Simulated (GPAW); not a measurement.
# PbS (Cmcm) in GPAW: phonons with PBE+D4

Aim: the phonons of PbS with PBE+D4.

Program: GPAW 26.7.0. These are calculated values, not measurements. Logs are shortened: lines on timing, memory, paths and dates and some standing lists are left out, and cuts for length are marked. The log counts tension as positive stress, the text compression.

## Step 1: The structure

Symmetry: Cmcm, No. 63, orthorhombic system. Conventional cell: a = 4.160 Å, b = 11.983 Å, c = 4.279 Å, α = 90.00°, β = 90.00°, γ = 90.00°. Pb (site symmetry m2m) is surrounded by 5 S at 2.69 to 2.99 Å. S (site symmetry m2m) has 5 Pb at 2.69 to 2.99 Å as nearest neighbours.

Measurements of this composition are mostly on another form, of space group No. 225.

## Step 2: Phonons, PBE+D4

Contents of run.py:

```python
import json
import numpy as np
from ase import Atoms
from ase.calculators.mixing import SumCalculator
from ase.constraints import FixSymmetry
from ase.io import write
from ase.optimize import BFGS
from ase.spacegroup import crystal
from dftd4.ase import DFTD4
from phonopy import Phonopy
from phonopy.structure.atoms import PhonopyAtoms
from gpaw import GPAW

# Pb 4c
# S 4c
atoms = crystal(['Pb', 'S'],
                basis=[[0.0, 0.86943665, 0.25],
                       [0.0, 0.64520291, 0.25]],
                spacegroup=63, setting=1,  # Cmcm
                cellpar=[4.15990539, 11.98259373, 4.27932094, 90.0, 90.0, 90.0],
                primitive_cell=True)

calc = GPAW(mode='lcao',
            h=0.16,
            basis='dzp',
            xc='PBE',
            kpts={'size': (5, 5, 5), 'gamma': True},
            occupations={'name': 'fermi-dirac', 'width': 0.05},
            convergence={'density': 1e-06},
            maxiter=60,
            txt='gpaw.txt')
atoms.calc = SumCalculator([calc, DFTD4(method='pbe')])
atoms.set_constraint(FixSymmetry(atoms))
BFGS(atoms, trajectory='relax.traj', logfile='-').run(fmax=0.005, steps=40)
atoms.set_constraint()
energy = atoms.get_potential_energy()
forces = atoms.get_forces()
calc.write('gs.gpw')
write('result.traj', atoms)
print('Cell:', atoms.cell.cellpar().round(4))
print(atoms.get_scaled_positions().round(5))

def force_constants(scale):
    unit = PhonopyAtoms(symbols=atoms.get_chemical_symbols(), cell=atoms.cell[:] * scale**(1 / 3),
                        scaled_positions=atoms.get_scaled_positions())
    ph = Phonopy(unit, supercell_matrix=np.diag([1, 1, 1]), primitive_matrix=np.eye(3), symprec=1e-4)
    ph.generate_displacements(distance=0.01)
    forces = []
    for i, sc in enumerate(ph.supercells_with_displacements):
        a = Atoms(sc.symbols, cell=sc.cell, scaled_positions=sc.scaled_positions, pbc=True)
        c = GPAW(mode='lcao',
                 h=0.16,
                 basis='dzp',
                 xc='PBE',
                 kpts={'size': (5, 5, 5), 'gamma': True},
                 occupations={'name': 'fermi-dirac', 'width': 0.05},
                 convergence={'density': 1e-06},
                 maxiter=60,
                 txt=f'disp-{scale:.3f}-{i:02d}.txt')
        a.calc = SumCalculator([c, DFTD4(method='pbe')])
        f = a.get_forces()
        forces.append(f - f.mean(axis=0))
        print(f'displacement {i}: drift', f.mean(axis=0).round(5), flush=True)
    ph.forces = forces
    ph.produce_force_constants()
    ph.symmetrize_force_constants()
    return ph

qpoints = [[0.0, 0.0, 0.0]]
results = {}
for scale in [1.0]:
    ph = force_constants(scale)
    ph.run_qpoints(qpoints)
    nu = ph.qpoints.frequencies * 33.35641  # THz to cm^-1
    results[f'{scale:.3f}'] = nu.tolist()
    for qp, f in zip(qpoints, nu):
        print(scale, np.round(qp, 4), f.round(2))
json.dump(results, open('phonons.json', 'w'))
```

Potentials or basis: GPAW PAW data sets (gpaw-data 1.2.1), lcao:dzp.

Run with:

```console
> OMP_NUM_THREADS=1 python run.py
```

gpaw.txt:

```text
__  _  _
 | _ |_)|_||  |
 |__||  | ||/\| - 26.7.0

Input parameters:
  mode=LCAO(),
  basis={'default': 'dzp'},
  convergence={'density': 1e-06},
  h=0.16,
  kpts=MonkhorstPack(size=(5, 5, 5), gamma=True),
  maxiter=60,
  occupations=Occupations(name='fermi-dirac', width=0.05),
  xc=XC(name='PBE')

             Pb
         S S
       Pb

Atoms  # Å, Bohr magnetons
|   | symbol |        x |         y |        z |    initial magnetic moments |
|---|--------|----------|-----------|----------|-----------------------------|
| 0 |     Pb | 2.079953 | -4.426809 | 3.209491 | ( 0.0000,  0.0000,  0.0000) |
| 1 |      S | 2.079953 | -1.739907 | 3.209491 | ( 0.0000,  0.0000,  0.0000) |
| 2 |     Pb | 2.079953 |  4.426809 | 1.069830 | ( 0.0000,  0.0000,  0.0000) |
| 3 |      S | 2.079953 |  1.739907 | 1.069830 | ( 0.0000,  0.0000,  0.0000) |

Unit cell  # Å
| periodic |        x |         y |        z |  lengths |     angles |
|----------|----------|-----------|----------|----------|------------|
|      yes | 2.079953 | -5.991297 | 0.000000 | 6.342069 |  90.000000 |
|      yes | 2.079953 |  5.991297 | 0.000000 | 6.342069 |  90.000000 |
|      yes | 0.000000 |  0.000000 | 4.279321 | 4.279321 | 141.709848 |

Number of symmetries: 4
Symmetry operations  # r_c * U_cc + t_c -> r_c
|   | kind |            matrix            |
|---|------|------------------------------|
| 0 |  E   |  1, 0, 0,  0, 1, 0,  0, 0, 1 |
| 1 |  C2  |  0, 1, 0,  1, 0, 0,  0, 0,-1 |
| 2 |  σ   |  0,-1, 0, -1, 0, 0,  0, 0, 1 |
| 3 |  i   | -1, 0, 0,  0,-1, 0,  0, 0,-1 |

BZ-sampling:
  Number of BZ points: 125
  Number of IBZ points: 39

  Monkhorst-Pack size: [5, 5, 5]
  Monkhorst-Pack shift: [0, 0, 0]

K-points  # in reciprocal-cell coordinates
|     |                                coordinates |     weight |
|-----|--------------------------------------------|------------|
|   0 | (  0.00000000,   0.00000000,   0.00000000) | 0.00800000 |
|   1 | (  0.00000000,   0.00000000,   0.20000000) | 0.01600000 |
|   2 | (  0.00000000,   0.00000000,   0.40000000) | 0.01600000 |
|   3 | (  0.20000000,  -0.20000000,  -0.40000000) | 0.01600000 |
|   4 | (  0.20000000,  -0.20000000,  -0.20000000) | 0.01600000 |
|   5 | (  0.20000000,  -0.20000000,   0.00000000) | 0.01600000 |
|   6 | (  0.20000000,  -0.20000000,   0.20000000) | 0.01600000 |
|   7 | (  0.20000000,  -0.20000000,   0.40000000) | 0.01600000 |
|   8 | (  0.20000000,   0.00000000,  -0.40000000) | 0.03200000 |
|   9 | (  0.20000000,   0.00000000,  -0.20000000) | 0.03200000 |
| ... |                                            |            |
|  38 | (  0.40000000,   0.40000000,   0.40000000) | 0.03200000 |

basis functions: 72
Spin-components: 1 (collinear spins)
Bands:           26
Projectors:      22
Spin-degeneracy: 2
Datatype:        <class 'complex'>

Parallelization:
  kpt:    1
  domain: 1
  band:   1

Density:
  Valence electrons: 40.0
  Components: 1
  Grid points: [24 24 28]
  Charge: 0.0  # |e|

Potential:
  Grid points: [24 24 28]

species:
  Pb:
    name:    Lead
    Z:       82.0
    valence: 14
    core:    68
    charge:  0.0  # [|e|]
    compensation charges:
      type: gauss
      rc: 0.38  # [Å]
      lmax: 2
    cutoffs:
[... 134 lines left out ...]
|   7 | (  0.20000000,  -0.20000000,   0.40000000) | 0.01600000 |
|   8 | (  0.20000000,   0.00000000,  -0.40000000) | 0.03200000 |
|   9 | (  0.20000000,   0.00000000,  -0.20000000) | 0.03200000 |
| ... |                                            |            |
|  38 | (  0.40000000,   0.40000000,   0.40000000) | 0.03200000 |

basis functions: 72
Spin-components: 1 (collinear spins)
Bands:           26
Projectors:      22
Spin-degeneracy: 2
Datatype:        <class 'complex'>

Parallelization:
  kpt:    1
  domain: 1
  band:   1

Density:
  Valence electrons: 40.0
  Components: 1
  Grid points: [24 24 28]
  Charge: 0.0  # |e|

Potential:
  Grid points: [24 24 28]

species:
  Pb:
    name:    Lead
    Z:       82.0
    valence: 14
    core:    68
    charge:  0.0  # [|e|]
    compensation charges:
      type: gauss
      rc: 0.38  # [Å]
      lmax: 2
    cutoffs:
      filter: 2.36  # [Å]
      core: 2.43  # [Å]
    projectors
    | kind |    occ | energy [eV] | rcut [Å] |
    |------|--------|-------------|----------|
    |   6s |  2.000 |     -11.969 |    1.259 |
    |   6p |  2.000 |      -3.506 |    1.275 |
    |   5d | 10.000 |     -21.211 |    1.217 |
    |    s |        |      15.243 |    1.259 |
    |    p |        |      23.705 |    1.275 |
    |    d |        |       6.001 |    1.217 |

    LCAO basis set for Pb:
      Name: dzp
      File: <dir>
      Number of radial functions: 7
      Number of spherical harmonics: 23
        l=0, rc=6.8438 Bohr: 6s-sz confined orbital
        l=1, rc=9.8125 Bohr: 6p-sz confined orbital
        l=2, rc=4.5156 Bohr: 5d-sz confined orbital
        l=0, rc=3.9062 Bohr: 6s-dz split-valence wave
        l=1, rc=5.8750 Bohr: 6p-dz split-valence wave
        l=2, rc=2.7969 Bohr: 5d-dz split-valence wave
        l=2, rc=9.8125 Bohr: d-type Gaussian polarization
      Number of RI-basis functions 0

  S:
    name:    Sulfur
    Z:       16.0
    valence: 6
    core:    10
    charge:  0.0  # [|e|]
    compensation charges:
      type: gauss
      rc: 0.24  # [Å]
      lmax: 2
    cutoffs:
      filter: 1.77  # [Å]
      core: 1.66  # [Å]
    projectors
    | kind |    occ | energy [eV] | rcut [Å] |
    |------|--------|-------------|----------|
    |   3s |  2.000 |     -17.254 |    0.974 |
    |   3p |  4.000 |      -7.008 |    0.979 |
    |    s |        |       9.957 |    0.974 |
    |    p |        |      20.203 |    0.979 |
    |    d |        |       0.000 |    0.900 |

    LCAO basis set for S:
      Name: dzp
      File: <dir>
      Number of radial functions: 5
      Number of spherical harmonics: 13
        l=0, rc=5.5156 Bohr: 3s-sz confined orbital
        l=1, rc=6.9375 Bohr: 3p-sz confined orbital
        l=0, rc=3.0469 Bohr: 3s-dz split-valence wave
        l=1, rc=3.9375 Bohr: 3p-dz split-valence wave
        l=2, rc=6.9375 Bohr: d-type Gaussian polarization
      Number of RI-basis functions 0

Reference energy: -1156264.166523  # eV

eigensolver:
  <gpaw.new.lcao.eigensolver.LCAOEigensolver object>
density mixing:
  MSR1-Mixer
  Pratt-step length: 0.05
  Maximum mixing coefficient: 0.75
  Old densities: 10
  SVD Regularization: 0.005
  Good broyden scale: 1.0
  Trust region scale: 1.0
  Backstep threshold: 4.0
  History deletion threshold: 6.0
  Fourier metric: weight=20.0, sigma=0.015

occupation numbers:
  Fermi-Dirac:
    width: 0.0500  # eV

FastPoissonSolver using
    Stencil: 8*3+1=25 point O(h^6) finite-difference Laplacian
    FFT axes: [np.int64(0), np.int64(1), np.int64(2)]
    FST axes: []

xc functional:
  name: PBE with 2 nearest neighbor stencil
interpolation: tri-quintic # 5. degree polynomial

convergence criteria:
- Maximum integral of absolute [dens]ity change: 1e-06 electrons / valence electron
- Maximum [total energy] change in last 3 cyles: 0.0005 eV / valence electron
- Maximum integral of absolute [eigenst]ate change: 4e-08 eV^2 / valence electron
maximum number of iterations: 60

SCF iterations
|iter     | |      energy | eigst |  dens |
|---------|-|-------------|-------|-------|
|iter:   1| |  -16.891057 |      c|       |
|iter:   2| |  -16.758770 |      c| -1.28 |
|iter:   3| |  -16.339971 |      c| -1.33 |
|iter:   4| |  -16.336421 |      c| -1.88 |
|iter:   5| |  -16.335229c|      c| -2.23 |
|iter:   6| |  -16.335207c|      c| -3.27 |
|iter:   7| |  -16.335205c|      c| -3.88 |
|iter:   8| |  -16.335205c|      c| -4.20 |
|iter:   9| |  -16.335205c|      c| -5.02 |
|iter:  10| |  -16.335205c|      c| -5.81 |
|iter:  11| |  -16.335205c|      c| -6.68c|
[... 670 lines left out ...]
Forces  # eV/Ang
|       x |        y |        z |
|---------|----------|----------|
| 0.00000 |  0.00202 | -0.00000 |  # Pb   0
| 0.00000 |  0.00739 | -0.00000 |  # S    1
| 0.00000 | -0.00202 |  0.00000 |  # Pb   2
| 0.00000 | -0.00739 |  0.00000 |  # S    3

# Writing to gs.gpw (mode='')
```

stdout:

```text
<dir> UserWarning: The angles between your unit-cell vectors are 90.0, 90.0 and 141.7 degrees.  Results may be wrong!  Please Niggli-reduce your unit-cell so that the angles are closer to 90 degrees:

  from ase.build import niggli_reduce
  niggli_reduce(atoms)

  warnings.warn(
      Step          Energy          fmax
BFGS:    0      -17.832993        0.223515
BFGS:    1      -17.835643        0.197270
BFGS:    2      -17.843438        0.010523
BFGS:    3      -17.843442        0.007231
BFGS:    4      -17.843447        0.008130
BFGS:    5      -17.843458        0.008313
BFGS:    6      -17.843468        0.005743
BFGS:    7      -17.843473        0.002051
Cell: [  6.3421   6.3421   4.2793  90.      90.     141.7098]
[[0.87108 0.12892 0.75   ]
 [0.64308 0.35692 0.75   ]
 [0.12892 0.87108 0.25   ]
 [0.35692 0.64308 0.25   ]]
displacement 0: drift [ 5.0e-05 -7.6e-04  4.3e-04]
displacement 1: drift [-1.00e-04  1.04e-03 -1.00e-05]
displacement 2: drift [-0.00115  0.00561  0.00604]
displacement 3: drift [-0.00404  0.00252 -0.0063 ]
1.0 [0. 0. 0.] [-123.71  -88.09    0.      0.      0.     15.99   25.11   49.72   69.42
   83.05  194.76  213.6 ]
```

disp-1.000-00.txt:

```text
__  _  _
 | _ |_)|_||  |
 |__||  | ||/\| - 26.7.0

Input parameters:
  mode=LCAO(),
  basis={'default': 'dzp'},
  convergence={'density': 1e-06},
  h=0.16,
  kpts=MonkhorstPack(size=(5, 5, 5), gamma=True),
[... 400 lines left out ...]
|         23 |        10.903 |     0.000 |
|         24 |        11.287 |     0.000 |
|         25 |        11.531 |     0.000 |

Gap: 1.094 eV
Transition (v -> c):
  (s=0, k=42, n=19, [0.40, -0.40, 0.40]) -> (s=0, k=60, n=20, [0.40, 0.40, 0.00])
Direct/indirect transitions are different
Direct gap: 1.212 eV
Transition at: (s=0, k=38, n=19, [0.40, -0.40, -0.40])

Forces  # eV/Ang
|        x |        y |        z |
|----------|----------|----------|
| -0.00193 |  0.03848 | -0.00424 |  # Pb   0
| -0.00002 | -0.01966 | -0.00095 |  # S    1
|  0.00037 | -0.01203 |  0.00383 |  # Pb   2
|  0.00176 | -0.00981 |  0.00309 |  # S    3
```

Run time: 35 min. Hardware: 1 thread of Arm Neoverse V1, shared host; peak memory 0.53 GiB.

What came out:

```yaml
Free_energy: -17.8435 eV
Band_gap_on_the_k_mesh: 1.10 eV, indirect (least direct gap 1.22 eV)
Highest_phonon_frequency_at_Γ_LO-TO_splitting_left_out: 214 cm⁻¹
Most_unstable_mode: 124i cm⁻¹
Dispersion_energy_per_atom: -0.374 eV
```

Forces in eV/Å, atoms in the order of the input:
```
Pb   0.000 -0.002  0.000
S    0.000  0.002  0.000
Pb   0.000  0.002  0.000
S    0.000 -0.002  0.000
```

Final structure:
```yaml
crystal:
  lattice:
    - [2.07995, -5.99130, 0.00000]
    - [2.07995, 5.99130, 0.00000]
    - [0.00000, 0.00000, 4.27932]
  atoms:
    - { symbol: Pb, position: [0.87108, 0.12892, 0.75000] }
    - { symbol: S, position: [0.64308, 0.35692, 0.75000] }
    - { symbol: Pb, position: [0.12892, 0.87108, 0.25000] }
    - { symbol: S, position: [0.35692, 0.64308, 0.25000] }
```

Phonon frequencies in cm⁻¹ (negative: imaginary):
```
              q point                            frequencies
(0.000, 0.000, 0.000)  -124 -88 0 0 0 16 25 50 69 83 195 214
```

Caveat: the real-space grid adds noise to forces; some modes are imaginary; the LO-TO splitting is left out; real-space grids are poor in so skewed a cell; spin-orbit coupling is left out, which as a rule narrows the gap of such compounds by several tenths of an eV; an odd mesh through Γ misses points on the zone boundary, where band edges often lie; the basis of atomic orbitals isn't converged, which shifts pressures, moduli and gaps; the program warned that so skewed a cell can give wrong results.
